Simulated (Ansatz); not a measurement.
## Calculated quadrupolar parameters for TaN

The cell is an entry of the Crystallography Open Database (COD).

Space group P6/mmm (No. 191); a = 5.1850, c = 2.9080 Å, γ = 120.00°.

```
site  Wyckoff  site symmetry       x       y       z
 Ta1       1a          6/mmm  0.0000  0.0000  0.0000
 Ta2       2d           -6m2  0.3333  0.6667  0.5000
   N       3f            mmm  0.5000  0.0000  0.0000
```

One atom of each set is listed.

Method: Kohn–Sham DFT in Ansatz, PBE, plane waves and PAW, scalar-relativistic, collinear spin, 420 eV cutoff, Γ-centred 10×10×16 k-points, Fermi–Dirac smearing 0.05 eV. Start moments as typed (μB): 2 on each Ta, none on the rest.

V_zz is the principal component of the electric field gradient with the largest magnitude, η = (V_xx − V_yy)/V_zz and C_Q = eQV_zz/h.

¹⁸¹Ta: I = 7/2, Q = 3170 mb; ¹⁴N: I = 1, Q = 20.44 mb. Quadrupole moments are those of Pyykkö's year-2017 table.

```
site  atoms                          first shell  V_zz (10²¹ V/m²)     η  C_Q (MHz)
 Ta1      1                        6 N at 2.59 Å             -46.4  0.00      -3559
 Ta2      2                        6 N at 2.09 Å             -38.2  0.00      -2926
   N      3  4 Ta at 2.09 Å; also 2 Ta at 2.59 Å              2.93  0.80       1.45
```

An axis of threefold or higher order runs through Ta1 and Ta2, so V_zz lies along it and η is zero.

At this cell the PBE pressure is 10 GPa, so with PBE the cell would grow if it were relaxed. The entry's cell may itself be off. With no gap above 0.1 eV, as in a metal, the gradients converge slowly in k; expect changes of a tenth or more on a denser mesh. Without spin–orbit coupling the gradients at and beside Ta can be off by some per cent, at some sites by more. With these PAW files V_zz is typically within 2 to 3 % of all-electron values, but misses above 10 % occur on Ta. The start moments die out, and the run ends without spin.

Hardware: 1 thread of Intel Xeon 6975P-C (Granite Rapids) (x86_64; 16 cores open to the job, memory cap 3.0 GiB, no GPU), a shared host with a load of 0.4 a core. Wall time 27 s, CPU time 26 s, peak memory 0.75 GiB.
